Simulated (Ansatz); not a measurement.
Nudged elastic band run: C₂H₄O₂

Input file:

```yaml
crystal:
  periodic: [false, false, false]
  atoms:
    - { symbol: C, position_ang: [-0.014238, 0.941764, -0.242367] }
    - { symbol: C, position_ang: [0.298951, -0.483356, 0.17605] }
    - { symbol: O, position_ang: [1.392871, -0.917508, 0.485086] }
    - { symbol: O, position_ang: [-0.828704, -1.261158, 0.169981] }
    - { symbol: H, position_ang: [-0.464529, 0.949876, -1.255148] }
    - { symbol: H, position_ang: [-0.761679, 1.383251, 0.447012] }
    - { symbol: H, position_ang: [0.910646, 1.542913, -0.233284] }
    - { symbol: H, position_ang: [-0.533308, -2.155782, 0.45266] }
basis:
  gaussian: { orbitals: def2-SVP }
hamiltonian:
  xc: blyp
  dispersion: d4
neb:
  order_check: false
  images: 5
  f_tol: 0.05
  max_iterations: 60
  initial_path: idpp
  spring: 20.0
  final_atoms:
    - { symbol: C, position_ang: [-0.02269194, 0.94444009, -0.23127197] }
    - { symbol: C, position_ang: [0.10867065, -0.43285544, 0.39376087] }
    - { symbol: O, position_ang: [0.47309279, -0.67462024, 1.5292603] }
    - { symbol: O, position_ang: [-0.24378348, -1.41522, -0.49311326] }
    - { symbol: H, position_ang: [-1.07307364, 1.12091961, -0.53846621] }
    - { symbol: H, position_ang: [0.29228081, 1.71311096, 0.49449497] }
    - { symbol: H, position_ang: [0.59692595, 1.00718642, -1.14791364] }
    - { symbol: H, position_ang: [-0.13141114, -2.2629614, -0.00676106] }
```

Command:

```bash
$ ansatz run input.yaml --threads 1 --pin off --max-ram 2048MiB --backend cpu --events-out ev --progress --plain --runs-dir out
```

Output, in part (warnings, iteration lines, the closing report on the highest movable image, with atoms numbered from 0):

```
NEB end point (image 0): max|allowed force component| = 1.062e-2 eV/Å (the criterion of neb.relax_end_points is 1.000e-2)
NEB end point (image 6): max|allowed force component| = 2.049e-3 eV/Å (the criterion of neb.relax_end_points is 1.000e-2)
NEB iter   1: max|band force component| = 1.132e0 eV/Å  barrier→ = 0.0637 eV  barrier← = 0.0637 eV  Δτ_max = 0.0552 Å  (186 SCF iters)
NEB iter   2: max|band force component| = 5.055e-1 eV/Å  barrier→ = 0.0199 eV  barrier← = 0.0199 eV  Δτ_max = 0.0348 Å  (155 SCF iters)
NEB iter   3: max|band force component| = 5.177e-1 eV/Å  barrier→ = 0.0198 eV  barrier← = 0.0198 eV  Δτ_max = 0.0174 Å  (153 SCF iters)
NEB iter   4: max|band force component| = 1.131e-1 eV/Å  barrier→ = 0.0139 eV  barrier← = 0.0139 eV  CI = image 3  Δτ_max = 0.0085 Å  (152 SCF iters)
NEB iter   5: max|band force component| = 2.491e-2 eV/Å  barrier→ = 0.0137 eV  barrier← = 0.0137 eV  CI = image 3  Δτ_max = 0.0000 Å  (291 SCF iters)
Total energy: -6227.65656525 eV, -228.8621575156 hartree
Atom 0 at    -0.125687     0.954052    -0.130170 Å, force     0.006814     0.014273     0.007450 eV/Å
Atom 1 at     0.229410    -0.467684     0.272346 Å, force    -0.007949     0.000485    -0.013735 eV/Å
Atom 2 at     0.976110    -0.776445     1.182503 Å, force     0.000425    -0.005264     0.003095 eV/Å
Atom 3 at    -0.393880    -1.394423    -0.518548 Å, force     0.016588     0.000587     0.022401 eV/Å
Atom 4 at    -0.833848     0.986272    -0.976083 Å, force    -0.005089     0.001671    -0.004999 eV/Å
Atom 5 at    -0.558508     1.475924     0.745861 Å, force    -0.003837    -0.002730    -0.000443 eV/Å
Atom 6 at     0.805140     1.492184    -0.397808 Å, force    -0.000307    -0.003616    -0.004009 eV/Å
Atom 7 at    -0.098725    -2.269881    -0.178109 Å, force    -0.006646    -0.005405    -0.009759 eV/Å
Dipole moment:    -0.185213     0.049523    -0.228330 e Å
```

It converged. Another band between the same ends (5 images) ends at a top of the same energy, where a vibrational analysis finds 1 clearly imaginary mode.

Final band (atoms are numbered from 1 in the order of the input):

```json
{"image": "0", "path coordinate (Å)": "0.00", "energy (eV)": "0.000", "dihedral H7–C1–C2–O3 (°)": "0"}
{"image": "1", "path coordinate (Å)": "0.45", "energy (eV)": "0.004", "dihedral H7–C1–C2–O3 (°)": "20"}
{"image": "2", "path coordinate (Å)": "0.90", "energy (eV)": "0.011", "dihedral H7–C1–C2–O3 (°)": "40"}
{"image": "3", "path coordinate (Å)": "1.35", "energy (eV)": "0.014", "dihedral H7–C1–C2–O3 (°)": "59"}
{"image": "4", "path coordinate (Å)": "1.80", "energy (eV)": "0.010", "dihedral H7–C1–C2–O3 (°)": "79"}
{"image": "5", "path coordinate (Å)": "2.25", "energy (eV)": "0.003", "dihedral H7–C1–C2–O3 (°)": "101"}
{"image": "6", "path coordinate (Å)": "2.70", "energy (eV)": "0.000", "dihedral H7–C1–C2–O3 (°)": "123"}
```

The run took 46 s on 1 thread of Arm Neoverse V2 (shared host), peak memory 0.13 GiB.
